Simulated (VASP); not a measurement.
Here is a VASP 6.6.1 calculation.

File INCAR:

```
PREC = Accurate ; ENCUT = 520
EDIFF = 1E-7 ; ISMEAR = 0
SIGMA = 0.05 ; LREAL = F
LASPH = T ; NELM = 60
ALGO = Normal ; ISIF = 2
LWAVE = F ; LCHARG = T
GGA = PS ; LELF = T
LVHAR = T ; NBANDS = 6
```

File KPOINTS:

```
Automatic mesh
0
Gamma
  12 12 30
```

File POSCAR:

```
H
1.0
    2.6859396709      0.0000000000      0.0000000000
    0.0000000000      2.6859396709      0.0000000000
    0.0000000000      0.0000000000      0.9541689591
H
1
Direct
    0.0000000000      0.0000000000      0.5000000000
```

Potentials or basis: VASP PAW PBE potentials, release 64 (H).

The run is started by

```bash
$ cat potpaw_PBE.64/H/POTCAR > POTCAR
$ mpirun -np 1 vasp_std > vasp.out
```

Task: Estimate the pressure.

Result: 4.6 GPa.

Task: Predict the band gap on the k mesh.

Result: None (metal or under the smearing width).

Stress tensor (GPa, compression positive):
```
 1.03  0.00  0.00
 0.00  1.03  0.00
 0.00  0.00 11.61
```

Caveat: the PAW data sets were made with another functional, which shifts forces and pressure a little.
